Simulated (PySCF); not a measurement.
## Ti in PySCF: convergence with scf threshold

Input of the first run (scf threshold 0.01 Ha); the others differ in this setting and in those tied to it:

The input run.py:

```python
import json
import numpy as np
from pyscf.pbc import gto, scf, dft, df

cell = gto.Cell()
cell.basis = 'DZVP-MOLOPT-SR-GTH-q12'
cell.pseudo = 'GTH-PBE-q12'
cell.fromfile('Ti.xyz')
cell.ke_cutoff = 236  # hartree
cell.exp_to_discard = 0.02
cell.precision = 1e-08
cell.space_group_symmetry = True
cell.symmorphic = False
cell.max_memory = 2940  # MB
cell.verbose = 4
cell.build()

res = {}
kpts = cell.make_kpts([3, 3, 3], space_group_symmetry=True, time_reversal_symmetry=True)
cell.space_group_symmetry = False  # the mesh holds the operations; no search on the supercells of the integral code
mf = dft.KRKS(cell, kpts, xc='pbesol')
mf = mf.multigrid_numint()
mf = mf.smearing(sigma=0.00183747, method='fermi')  # hartree
mf.conv_tol = 0.01
mf.max_cycle = 60

mf.kernel()
res.update(converged=bool(mf.converged), e_tot=mf.e_tot, nelec=cell.nelectron, nao=cell.nao, mesh=list(map(int, cell.mesh)), a=cell.lattice_vectors().tolist(), coords=cell.atom_coords().tolist(),
           mo_energy=[np.real(x).tolist() for x in mf.mo_energy], mo_occ=[np.real(x).tolist() for x in mf.mo_occ])
res.update(e_free=mf.e_free, e_zero=mf.e_zero)
res.update(kpts=kpts.kpts_scaled_ibz.tolist(), weights=kpts.weights_ibz.tolist())
res['parts'] = {k: float(np.real(v)) for k, v in mf.scf_summary.items() if np.isscalar(v)}
json.dump(res, open('results.json', 'w'))
if not mf.converged:
    raise SystemExit('SCF not converged')

print('levels (eV)')
for i, kp in enumerate(res['kpts'][:40]):
    print('k %7.4f %7.4f %7.4f  ' % tuple(kp), ' '.join('%.3f' % (x * 27.211386) for x in res['mo_energy'][i][:11]))

mf = mf.to_khf()  # unfold to the whole mesh
kpts = mf.kpts
# Mulliken populations
dm, s = np.asarray(mf.make_rdm1()), np.asarray(mf.get_ovlp())
sites = cell.aoslice_by_atom()[:, 2:]
tot = np.einsum('kij,kji->i', dm, s).real / len(kpts)
res['mulliken'] = [cell.atom_charge(i) - tot[a0:a1].sum() for i, (a0, a1) in enumerate(sites)]
print('Mulliken charges', np.round(res['mulliken'], 5))
res['meta_lowdin'] = mf.mulliken_meta()[1].tolist()
res['done'] = True
json.dump(res, open('results.json', 'w'))
```

The input Ti.xyz:

```xyz
1
Lattice="-1.6410000000 1.6410000000 1.6410000000 1.6410000000 -1.6410000000 1.6410000000 1.6410000000 1.6410000000 -1.6410000000" Properties=species:S:1:pos:R:3 pbc="T T T"
Ti     0.0000000000      0.0000000000      0.0000000000
```

Potentials or basis: DZVP-MOLOPT-SR/GTH-PBE (potentials made for PBE).

Run with:

```sh
$ OMP_NUM_THREADS=2 python -u run.py > log
```

This isn't the form of Ti at room conditions, which is hcp.

Hardware: 2 threads of Intel(R) Xeon(R) Platinum 8259CL CPU @ 2.50GHz (Skylake/Cascade Lake), with other jobs on the host.

| scf threshold | energy less the tightest run, at zero smearing (meV/atom) | SCF cycles | CPU time (s) | peak memory (GiB) |
| --- | --- | --- | --- | --- |
| 0.01 Ha | 0.00 | 4 | 540 | 0.46 |
| 0.001 Ha | 0.00 | 4 | 540 | 0.46 |
| 0.0001 Ha | 0.00 | 5 | 600 | 0.46 |
| 1e-05 Ha | 0.00 | 5 | 540 | 0.46 |
| 1e-06 Ha | 0.00 | 5 | 460 | 0.46 |
| 1e-08 Ha | 0.00 | 6 | 530 | 0.46 |
| 1e-10 Ha | 0.00 | 7 | 570 | 0.46 |

Against the tightest run, the energy stays within 1 meV/atom from 0.01 Ha on. The tightest run that finished is the yardstick and may itself not be fully converged.

Caveat, for the tightest run too: the k mesh is coarse (spacing up to 0.90 Å⁻¹), so the values aren't converged; the basis of atomic orbitals isn't converged, which shifts pressures, moduli and gaps.
